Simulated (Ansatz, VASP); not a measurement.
## Two plane-wave programs on HfB2

```xyz
3
Lattice="3.1400 0.0000 0.0000 -1.5700 2.7193 0.0000 0.0000 0.0000 3.4800" Properties=species:S:1:pos:R:3 pbc="T T T"
Hf    0.0000    0.0000    0.0000
B     0.0000    1.8129    1.7400
B     1.5700    0.9064    1.7400
```

Alike in both runs: task single point; functional PBE; k mesh 11 × 11 × 9; occupations methfessel-paxton of order 1, width 0.1 eV; no spin polarisation.

|  | VASP | Ansatz |
| --- | --- | --- |
| version | VASP 6.6.1 | Ansatz 0.2.0 |
| potentials or method | VASP PAW PBE potentials, release 64 (Hf_pv, B) | plane waves, PAW |
| plane-wave cutoff (eV) | 520 | 450 |
| valence electrons in the cell | 16 | 32 |

VASP gave:

```
pressure (GPa)                                  : 1.0
largest component of the traceless stress (GPa) : 0.20
```

Question: Estimate Ansatz's values.

Answer: Pressure (GPa): 1.3; largest component of the traceless stress (GPa): 0.03.

With one functional, cell and mesh, what is left measures potentials, basis and numerics. The two sets of potentials don't hold the same shells in valence. Ansatz warned: «stress_scf_threshold_loose».

The runs have no spin-orbit coupling, so splittings on Hf are missing.
